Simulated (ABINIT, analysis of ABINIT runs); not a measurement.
# Reproducing a measured local vibrational mode: C-H pair in GaAs (ABINIT)

How near does this set-up come to the measured local vibrational mode? Subject: C-H pair in GaAs. Set-up: PBE, JTH 2.0 PBE, 32-site cell, PBE lattice, k: the single point 1/4 1/4 1/4, no relaxation. The model is a cell of 32 host atoms with C put on another atom's site and H put in between. The frequencies come from force constants among the defect atom and its neighbours, with the masses of the isotopes named.

**The experiment.** C-H stretch, 1H: 2635.15 cm⁻¹, by infrared absorption (quoted in “Hydrogen in Compound Semiconductors”, 1993, E.E. Haller, quoting earlier work (1990)). C-D stretch, 2H: 1968.55 cm⁻¹, by infrared absorption (quoted in “Hydrogen in Compound Semiconductors”, 1993, E.E. Haller, quoting earlier work (1990)).

Calculated with ABINIT 10.8.3; ABINIT plane-wave DFT, PBE, JTH 2.0 PBE potentials; single point of a defect supercell.

## Step 1: The structure

The cell holds 33 atoms: 16 Ga, 15 As, 1 C and 1 H. Cell: a = 9.953 Å, b = 9.953 Å, c = 9.953 Å, α = 109.5°, β = 109.5°, γ = 109.5°. It derives from GaAs (space group F-43m). Nearest the centre at fractional (0.793, 0.500, 0.500): H33 at 0.43 Å, C31 at 0.68 Å, Ga3 at 2.51 Å, Ga16 at 2.66 Å, Ga10 at 2.66 Å, Ga15 at 2.66 Å, As19 at 3.72 Å, As24 at 3.72 Å.

The host's primitive cell comes from a first run (ABINIT plane-wave DFT, PBE, JTH 2.0 PBE potentials; relaxation of cell and atoms of a defect-free cell): vectors of 4.063, 4.063 and 4.063 Å. That is 23.72 Å³ an atom, 5.0 % over the diffraction cell's volume. The supercell is built on it.

## Step 2: Single point on the structure as built, charge 0

The atoms are left on the sites where they were put, and the energy is taken there.

run.abi reads:

```
# C-H pair in GaAs
acell 3*1.0 Angstrom
rprim
    -5.746194356    5.746194356   -5.746194356
     5.746194356    5.746194356    5.746194356
     5.746194356   -5.746194356   -5.746194356
natom 33
ntypat 4
znucl 31 33 6 1
typat 1 1 1 1 1 1 1 1 1 1 1 1 1 1 1 1 2 2 2 2 2 2 2 2 2 2 2 2 2 2 3 2 4
xred
     0.000000000    0.000000000    0.000000000
     0.000000000    0.250000000    0.750000000
     0.045212533    0.500000000    0.500000000
     0.000000000    0.750000000    0.250000000
     0.250000000    0.000000000    0.750000000
     0.250000000    0.250000000    0.500000000
     0.250000000    0.500000000    0.250000000
     0.250000000    0.750000000    0.000000000
     0.500000000    0.000000000    0.500000000
     0.500000000    0.250000000    0.250000000
     0.500000000    0.500000000    0.000000000
     0.500000000    0.750000000    0.750000000
     0.750000000    0.000000000    0.250000000
     0.750000000    0.250000000    0.000000000
     0.750000000    0.500000000    0.750000000
     0.750000000    0.750000000    0.500000000
     0.000000000    0.000000000    0.750000000
     0.000000000    0.250000000    0.500000000
     0.000000000    0.500000000    0.250000000
     0.000000000    0.750000000    0.000000000
     0.250000000    0.000000000    0.500000000
     0.250000000    0.250000000    0.250000000
     0.250000000    0.500000000    0.000000000
     0.250000000    0.750000000    0.750000000
     0.500000000    0.000000000    0.250000000
     0.500000000    0.250000000    0.000000000
     0.500000000    0.500000000    0.750000000
     0.500000000    0.750000000    0.500000000
     0.750000000    0.000000000    0.000000000
     0.750000000    0.250000000    0.750000000
     0.724887727    0.500000000    0.500000000
     0.750000000    0.750000000    0.250000000
     0.836801000    0.500000000    0.500000000
pseudos "Ga.xml, As.xml, C.xml, H.xml"
ecut 23.0
pawecutdg 46.0
kptopt 0
nkpt 1
kpt 0.25 0.25 0.25
nsym 1
chkprim 0
maxnsym 12000
nband 232
occopt 3
tsmear 0.01 eV
nstep 100
diemac 4.0
tolvrs 1e-9
optforces 1
nbdbuf 2
paral_kgb 1
npband 4
npfft 1
np_spkpt 1
bandpp 58
wfoptalg 114
iomode 3
prtwf 0
prteig 0
prtebands 0
prtden 0
```

The run is started by

```
> OMP_NUM_THREADS=1 mpirun -n 4 abinit run.abi > run.log
```

What it wrote:

```text
Symmetries : space group P1 (#  1); Bravais aP (primitive triclinic)
================================================================================
 Values of the parameters that define the memory need of the present run
     intxc =       0    ionmov =       0      iscf =      17    lmnmax =      18
     lnmax =       6     mgfft =      90  mpssoang =       3    mqgrid =    4689
     natom =      33  nloc_mem =       2    nspden =       1   nspinor =       1
    nsppol =       1      nsym =       1    n1xccc =       1    ntypat =       4
    occopt =       3   xclevel =       2
-    mband =         232        mffmem =           1         mkmem =           1
       mpw =        6746          nfft =      729000          nkpt =           1
Pmy_natom=         9
 PAW method is used; the additional fine FFT grid is defined by:
   mgfftf=       120    nfftf =   1728000
================================================================================
  Rough estimation (10% accuracy) of disk space for files :
_ WF disk file :     23.883 Mbytes ; DEN or POT disk file :     13.186 Mbytes.
================================================================================

--------------------------------------------------------------------------------
------------- Echo of variables that govern the present computation ------------
--------------------------------------------------------------------------------
-
- outvars: echo of selected default values
-   iomode0 =  0 , fftalg0 =312 , wfoptalg0 = 10
-
- outvars: echo of global parameters not present in the input file
-  max_nthreads =    1
-
 -outvars: echo values of preprocessed input variables --------
-          iomode           3
            acell      1.8897261259E+00  1.8897261259E+00  1.8897261259E+00 Bohr
              amu      6.97230000E+01  7.49215900E+01  1.20110000E+01
                       1.00794000E+00
           bandpp          58
          chkprim           0
     densfor_pred           6
           diemac      4.00000000E+00
             ecut      2.30000000E+01 Hartree
-          fftalg         312
              ixc     -101130
              kpt      2.50000000E-01  2.50000000E-01  2.50000000E-01
           kptopt           0
          maxnsym    ***
            natom          33
            nband         232
           nbdbuf           2
            ngfft          90      90      90
          ngfftdg         120     120     120
             nkpt           1
-          npband           4
            nstep         100
             nsym           1
           ntypat           4
              occ      2.000000  2.000000  2.000000  2.000000  2.000000  2.000000
                       2.000000  2.000000  2.000000  2.000000  2.000000  2.000000
                       2.000000  2.000000  2.000000  2.000000  2.000000  2.000000
                       2.000000  2.000000  2.000000  2.000000  2.000000  2.000000
[...]
- pspatm: opening atomic psp file    C.xml
- pspatm : Reading pseudopotential header in XML form from C.xml
 Pseudopotential format is: paw10
 basis_size (lnmax)=  4 (lmn_size=  8), orbitals=   0   0   1   1
 Spheres core radius: rc_sph= 1.50736703
 1 radial meshes are used:
  - mesh 1: r(i)=AA*[exp(BB*(i-1))-1], size=2001 , AA= 0.94549E-03 BB= 0.56729E-02
 Shapefunction is SIN type: shapef(r)=[sin(pi*r/rshp)/(pi*r/rshp)]**2
 Radius for shape functions =  1.30052589
 mmax= 2001
 Radial grid used for partial waves is grid 1
 Radial grid used for projectors is grid 1
 Radial grid used for (t)core density is grid 1
 Radial grid used for Vloc is grid 1
 Radial grid used for pseudo valence density is grid 1
 Mesh size for Vloc has been set to 1756 to avoid numerical noise.
 Compensation charge density is not taken into account in XC energy/potential
 pspatm: atomic psp has been read  and splines computed

- pspini: atom type   4  psp file is H.xml
- pspatm: opening atomic psp file    H.xml
- pspatm : Reading pseudopotential header in XML form from H.xml
 Pseudopotential format is: paw10
 basis_size (lnmax)=  3 (lmn_size=  5), orbitals=   0   0   1
 Spheres core radius: rc_sph= 0.99495033
 1 radial meshes are used:
  - mesh 1: r(i)=AA*[exp(BB*(i-1))-1], size=1500 , AA= 0.63034E-02 BB= 0.63034E-02
 Shapefunction is SIN type: shapef(r)=[sin(pi*r/rshp)/(pi*r/rshp)]**2
 Radius for shape functions =  0.79672474
 mmax= 1500
 Radial grid used for partial waves is grid 1
 Radial grid used for projectors is grid 1
 Radial grid used for (t)core density is grid 1
 Radial grid used for Vloc is grid 1
 Radial grid used for pseudo valence density is grid 1
 Mesh size for Vloc has been set to 1280 to avoid numerical noise.
 Compensation charge density is not taken into account in XC energy/potential
 pspatm: atomic psp has been read  and splines computed

   3.21530256E+05                                ecore*ucvol(ha*bohr**3)
--------------------------------------------------------------------------------

_setup2: Arith. and geom. avg. npw (full set) are    6746.000    6746.000

================================================================================

iteration_state: {dtset: 1, }
solver: {iscf: 17, nstep: 100, nline: 4, wfoptalg: 114, }
tolerances: {tolvrs: 1.00E-09, }

     iter   Etot(hartree)      deltaE(h)  residm     nres2    diffor    maxfor

message: |
    PAW SPHERES ARE OVERLAPPING!
       There is one pair of overlapping atoms.
       The maximum overlap percentage is obtained for the atoms   31 and   33.
        | Distance between atoms  31 and  33 is  :   2.10485
        | PAW radius of the sphere around atom  31 is:   1.50737
        | PAW radius of the sphere around atom  33 is:   0.99495
        | This leads to a (voluminal) overlap ratio of  6.7520 %
    THIS IS DANGEROUS, as PAW formalism assumes non-overlapping PAW spheres.

message: |
    Action: 1- decrease cutoff radius of PAW dataset
        OR  2- ajust "pawovlp" input variable to allow overlap (risky)

message: |
    Action: 1- decrease cutoff radius of PAW dataset
        OR  2- ajust "pawovlp" input variable to allow overlap (risky)

ERROR:  PAW SPHERES ARE OVERLAPPING! There is one pair of overlapping atoms. The maximum overlap percentage is obtained for the atoms 31 and 33. | Distance between atoms 31 and 33 is : 2.10485 | PAW radius of the sphere around atom 31 is: 1.50737 | PAW radius of the sphere around atom 33 is: 0.99495 | This leads to a (voluminal) overlap ratio of 6.7520 % THIS IS DANGEROUS, as PAW formalism assumes non-ov
```

The job ended after 2.9 s (4 MPI ranks of Intel Xeon Platinum 8488C (Sapphire Rapids), shared host; peak memory 0.26 GiB).

The program refused the input before any cycle.

The program's message: “ERROR:  PAW SPHERES ARE OVERLAPPING! There is one pair of overlapping atoms. The maximum overlap percentage is obtained for the atoms 31 and 33. | Distance between atoms 31 and 33 is : 2.10485 | PAW r …”

## Step 3: Outcome

The local vibrational mode was not obtained, because the step “single point on the structure as built, charge 0” was refused by the program.

[Logs are printed without paths, hosts, clocks, repeated set-up lines and the standing remarks that a program may print on its own settings, such as how far it seeks lower states.]

[Hosts, paths, dates, database ids (printed as entryN), source tags and the programs' standing remarks are cut or masked in the printed files.]

[For some hosts the program warned that the k-mesh of the response run may be too coarse for force constants and the static dielectric constant; such warnings are not shown here.]
